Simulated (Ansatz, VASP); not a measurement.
# MgI2: VASP beside Ansatz

Aim: how closely do two programs agree when they are given the same cell, functional and k mesh? The cell is taken from a series of runs on this material, whose earlier steps may have relaxed, scaled, displaced or heated it; both programs get it as it stands.

Main program and level: Ansatz 0.2.0; plane waves, with VASP 6.6.1 beside it; G0W0 gap at PBEsol.

## (1) Set-up

The cell holds 9 atoms: 3 Mg and 6 I. Cell: a = 4.064 Å, b = 4.064 Å, c = 56.300 Å, α = 90.0°, β = 90.0°, γ = 120.0°. It derives from I2Mg1. Vacuum lies along c.

Structure file:

```
Mg I
1.0
     4.06443    0.00000    0.00000
    -2.03221    3.51990    0.00000
     0.00000    0.00000   56.30000
Mg I
3 6
Direct
  0.00000 0.00000 0.38291
  0.00000 0.00000 0.50000
  0.00000 0.00000 0.61709
  0.33333 0.66667 0.41263
  0.66667 0.33333 0.35309
  0.33333 0.66667 0.52966
  0.66667 0.33333 0.47034
  0.33333 0.66667 0.64691
  0.66667 0.33333 0.58737
```

## (2) VASP: G0W0 gap, PBEsol

Quasiparticle shifts depend on high empty states and on the cores, so they are the hardest test of two PAW sets.

Lines of VASP's logs that name or quote its potential files are left out, and so is its time.

The run reads the wave functions of an earlier VASP run, which isn't shown here.

INCAR reads:

```
SYSTEM = MgI2
PREC = Accurate
ENCUT = 460
ISMEAR = 0
SIGMA = 0.01
LREAL = .FALSE.
GGA = PS
NBANDS = 994
ALGO = EVGW0
NELMGW = 1
ENCUTGW = 65
NOMEGA = 64
PRECFOCK = Fast
NBANDSGW = 44
LWAVE = .FALSE.
LCHARG = .FALSE.
```

POSCAR reads:

```
MgI2
1.0
    4.0644261213      0.0000000000      0.0000000000
   -2.0322130607      3.5198962729      0.0000000000
    0.0000000000      0.0000000000     56.3000000000
Mg I
3 6
Direct
    0.0000000000      0.0000000000      0.3829092230
    0.0000000000      0.0000000000      0.5000000000
    0.0000000000      0.0000000000      0.6170907770
    0.3333333333      0.6666666667      0.4126344329
    0.6666666667      0.3333333333      0.3530863370
    0.3333333333      0.6666666667      0.5296569440
    0.6666666667      0.3333333333      0.4703430560
    0.3333333333      0.6666666667      0.6469136630
    0.6666666667      0.3333333333      0.5873655671
```

KPOINTS reads:

```
Automatic mesh
0
Gamma
3 3 1
0 0 0
```

PAW data sets: Mg_sv_GW and I_GW (PBE family, release 64).

Started as:

```
> export OMP_NUM_THREADS=4
> mpirun -np 1 vasp_std
```

Numbers of over 12 decimals in the logs are rounded to 6 here.

The program printed:

```text
[banner, memory and clock lines left out]
running    1 mpi-ranks, on    1 nodes
 distrk:  each k-point on    1 cores,    1 groups
 distr:  one band on    1 cores,    1 groups
 Offloading initialized ...    1 GPUs detected
 POSCAR found type information on POSCAR MgI
 POSCAR found :  2 types and       9 ions
|                                                                             |
|               ----> ADVICE to this user running VASP <----                  |
|                                                                             |
|     You enforced a specific xc type in the INCAR file but a different       |
|     [... a line on the potential file left out ...]
|     I HOPE YOU KNOW WHAT YOU ARE DOING!                                     |
|                                                                             |

|                                                                             |
|           W    W    AA    RRRRR   N    N  II  N    N   GGGG   !!!           |
|           W    W   A  A   R    R  NN   N  II  NN   N  G    G  !!!           |
|           W    W  A    A  R    R  N N  N  II  N N  N  G       !!!           |
|           W WW W  AAAAAA  RRRRR   N  N N  II  N  N N  G  GGG   !            |
|           WW  WW  A    A  R   R   N   NN  II  N   NN  G    G                |
|           W    W  A    A  R    R  N    N  II  N    N   GGGG   !!!           |
|                                                                             |
|     The default for ENCUTGWSOFT is different in this version of VASP.       |
|     please manually set ENCUTGWSOFT =65 in the INCAR file.                  |
|                                                                             |

 LDA part: xc-table for (Slater+PW92), standard interpolation
 found WAVECAR, reading the header
|                                                                             |
|           W    W    AA    RRRRR   N    N  II  N    N   GGGG   !!!           |
|           W    W   A  A   R    R  NN   N  II  NN   N  G    G  !!!           |
|           W    W  A    A  R    R  N N  N  II  N N  N  G       !!!           |
|           W WW W  AAAAAA  RRRRR   N  N N  II  N  N N  G  GGG   !            |
|           WW  WW  A    A  R   R   N   NN  II  N   NN  G    G                |
|           W    W  A    A  R    R  N    N  II  N    N   GGGG   !!!           |
|                                                                             |
|     One of the lattice vectors is very long (>50 A), but AMIN is rather     |
|     large. This can spoil convergence since charge sloshing might occur     |
|     along the long lattice vector. If problems with convergence are         |
|     observed, try to decrease AMIN to a smaller value (e.g. 0.01).          |
|     Note: This warning only applies if the self-consistency cycle is        |
|     used.                                                                   |
|                                                                             |

 POSCAR, INCAR and KPOINTS ok, starting setup
 FFT: planning ... GRIDC
 FFT: planning ... GRID_SOFT
 FFT: planning ... GRID
 reading WAVECAR
 the WAVECAR file was read successfully
 initial charge from wavefunction
 available memory per node:   1627.73 GB, setting MAXMEM to   1666792

 The Fermi energy was updated, please check that it is located mid-gap
 values below the HOMO (VB) or above the LUMO (CB) will cause erroneous energies
 E-fermi :  -1.0153

 calculate exact exchange contribution
 the WAVEDER file was read successfully
energies w=
    0.000    0.000    1.678    0.000    3.353    0.000    5.022    0.000
    6.683    0.000    8.334    0.000    9.972    0.000   11.595    0.000
   13.202    0.000   14.792    0.000   16.364    0.000   17.918    0.000
   19.453    0.000   20.970    0.000   22.469    0.000   23.950    0.000
   25.416    0.000   26.867    0.000   28.303    0.000   29.728    0.000
   31.142    0.000   32.548    0.000   33.946    0.000   35.340    0.000
   36.731    0.000   38.122    0.000   39.514    0.000   40.910    0.000
   42.314    0.000   43.727    0.000   45.152    0.000   46.592    0.000
   48.051    0.000   49.532    0.000   51.038    0.000   52.573    0.000
   54.143    0.000   55.750    0.000   57.400    0.000   59.098    0.000
   60.851    0.000   62.665    0.000   64.547    0.000   66.505    0.000
   68.548    0.000   70.687    0.000   72.933    0.000   75.300    0.000
   77.801    0.000   80.455    0.000   83.280    0.000   86.301    0.000
   89.544    0.000   93.040    0.000   96.827    0.000  100.948    0.000
  105.458    0.000  110.420    0.000  115.913    0.000  122.035    0.000
  128.907    0.000  136.682    0.000  145.557    0.000  155.788    0.000
 responsefunction array rank=     993
 LDA part: xc-table for (Slater+PW92), standard interpolation

 min. memory requirement per mpi rank   4977.6 MB, per node   4977.6 MB

 allocating  64 responsefunctions rank=   993
 shmem allocating  64 responsefunctions rank=   993
 response function shared by NCSHMEM nodes    1
 Doing            64  frequencies on each core in blocks of            64
NQ=   1    0.0000    0.0000    0.0000,
|.........|.........|.........|.........|.........|.........|.........|.........
 performed        883000 updates of chi_q(r,r)
 total number of BLAS operations       6967.03 Gflops
NQ=   2    0.3333    0.0000    0.0000,
|.........|.........|.........|.........|.........|.........|.........|.........
 performed       2291000 updates of chi_q(r,r)
 total number of BLAS operations      16877.82 Gflops
NQ=   3    0.3333    0.3333    0.0000,
|.........|.........|.........|.........|.........|.........|.........|.........
 performed       3349000 updates of chi_q(r,r)
 total number of BLAS operations      24533.71 Gflops
 resolving degeneracies of screened two electron integrals

 calculate QP shifts <psi_nk| G(iteration)W_0 |psi_nk>: iteration 1
 entering main loop
```

From OUTCAR (step 2):

```text
ion  position               nearest neighbor table
   1  0.000  0.000  0.383-   4 2.88   4 2.88   4 2.88   5 2.89   5 2.89   5 2.89
   2  0.000  0.000  0.500-   6 2.88   7 2.88   7 2.88   6 2.88   7 2.88   6 2.88
   3  0.000  0.000  0.617-   9 2.88   9 2.88   9 2.88   8 2.89   8 2.89   8 2.89
   4  0.333  0.667  0.413-   1 2.88   1 2.88   1 2.88
   5  0.667  0.333  0.353-   1 2.89   1 2.89   1 2.89
   6  0.333  0.667  0.530-   2 2.88   2 2.88   2 2.88
   7  0.667  0.333  0.470-   2 2.88   2 2.88   2 2.88
   8  0.333  0.667  0.647-   3 2.89   3 2.89   3 2.89
   9  0.667  0.333  0.587-   3 2.88   3 2.88   3 2.88

  LATTYP: Found a hexagonal cell.
 ALAT       =     4.0644261213
 C/A-ratio  =    13.8518940484

 Subroutine GETGRP returns: Found 12 space group operations
 (whereof 12 operations were pure point group operations)

The static configuration has the point symmetry D_3d.

 Found      3 irreducible k-points:

   k-points           NKPTS =      3   k-points in BZ     NKDIM =      9   number of bands    NBANDS=    994

   dimension x,y,z NGX =    28 NGY =   28 NGZ =  400
   dimension x,y,z NGXF=    56 NGYF=   56 NGZF=  800

   ENCUT  =  460.0 eV  33.81 Ry    5.81 a.u.   7.11  7.11 98.46*2*pi/ulx,y,z

   NELECT =      72.0000    total number of electrons

  energy-cutoff  :      460.00
  volume of cell :      805.45
      direct lattice vectors                 reciprocal lattice vectors
     4.064426121  0.000000000  0.000000000     0.246037194  0.142049640 -0.000000000
    -2.032213061  3.519896273  0.000000000     0.000000000  0.284099281  0.000000000
     0.000000000  0.000000000 56.300000000     0.000000000 -0.000000000  0.017761989

 k-points in reciprocal lattice and weights: Automatic mesh
   0.00000000  0.00000000  0.00000000       0.111
   0.33333333  0.00000000  0.00000000       0.667
   0.33333333  0.33333333  0.00000000       0.222

 E-fermi :  -1.0153

 QP shifts <psi_nk| G(iteration)W_0 |psi_nk>: iteration 1
 for sc-GW calculations column KS-energies equals QP-energies in previous step
 and V_xc(KS)=  KS-energies - (<T + V_ion + V_H > + <T+V_H+V_ion>^1  + <V_x>^1)
 k-point   1 :       0.0000    0.0000    0.0000
  band No.  KS-energies  QP-energies   sigma(KS)   V_xc(KS)     V^pw_x(r,r')   Z            occupation Imag(sigma)
    ...
     33      -2.9539      -3.8027     -12.7621     -11.7331     -14.5178       0.8248       2.0000       0.1244
     34      -2.9539      -3.8027     -12.7621     -11.7331     -14.5178       0.8248       2.0000       0.1244
     35      -2.9173      -3.7011     -12.7071     -11.7604     -14.5182       0.8280       2.0000       0.1235
     36      -2.9173      -3.7011     -12.7071     -11.7604     -14.5182       0.8280       2.0000       0.1235
     37       0.9726       1.8265      -8.1398      -9.1400      -4.7890       0.8537       0.0000      -0.1287
     38       1.3241       2.2082      -7.9274      -8.9642      -4.6290       0.8528       0.0000      -0.1421
     39       1.7547       2.6477      -8.1014      -9.1545      -4.6052       0.8480       0.0000      -0.1616
     40       1.8041       2.5482      -7.7599      -8.6402      -4.1113       0.8453       0.0000      -0.1551
    ...

 k-point   2 :       0.3333    0.0000    0.0000
  band No.  KS-energies  QP-energies   sigma(KS)   V_xc(KS)     V^pw_x(r,r')   Z            occupation Imag(sigma)
    ...
     33      -3.5025      -4.3520     -12.4085     -11.3706     -14.2959       0.8184       2.0000       0.1435
     34      -3.4470      -4.1998     -12.2389     -11.3273     -13.9994       0.8259       2.0000       0.1240
     35      -3.3539      -4.2382     -12.5380     -11.4624     -14.3269       0.8221       2.0000       0.1340
     36      -3.2501      -4.0507     -12.5159     -11.5467     -14.3511       0.8259       2.0000       0.1293
     37       0.8868       1.6470      -8.5257      -9.4260      -5.1122       0.8444       0.0000      -0.1343
     38       1.0942       1.9283      -8.3993      -9.3871      -5.0065       0.8444       0.0000      -0.1422
     39       1.2197       1.9885      -8.4398      -9.3565      -4.9319       0.8387       0.0000      -0.1488
     40       2.0504       2.6428      -7.1882      -7.8830      -3.7321       0.8526       0.0000      -0.1413
    ...

 k-point   3 :       0.3333    0.3333    0.0000
  band No.  KS-energies  QP-energies   sigma(KS)   V_xc(KS)     V^pw_x(r,r')   Z            occupation Imag(sigma)
    ...
     33      -3.8958      -4.8143     -12.1826     -11.0616     -13.9740       0.8193       2.0000       0.1476
     34      -3.8958      -4.8143     -12.1826     -11.0616     -13.9740       0.8193       2.0000       0.1476
     35      -3.5642      -4.3564     -12.2882     -11.3253     -14.0626       0.8227       2.0000       0.1283
     36      -3.5642      -4.3564     -12.2882     -11.3253     -14.0626       0.8227       2.0000       0.1283
     37       0.9146       1.5917      -8.3632      -9.1647      -5.0506       0.8447       0.0000      -0.1267
     38       1.3518       2.1706      -8.5187      -9.4906      -5.2162       0.8424       0.0000      -0.1422
     39       1.8556       2.7410      -9.0340     -10.0925      -5.5573       0.8365       0.0000      -0.1676
     40       2.7923       3.4838      -7.7636      -8.5799      -4.3029       0.8472       0.0000      -0.1480
    ...
```

(Continued in part 2 of 2.)

[Lines on the potential files, build, host, timing and source positions are cut from VASP's logs without a mark.]

[Logs are printed without paths, hosts, clocks, repeated set-up lines and the standing remarks that a program may print on its own settings, such as how far it seeks lower states.]

[Hosts, paths, dates, database ids (printed as entryN), source tags and the programs' standing remarks are cut or masked in the printed files.]
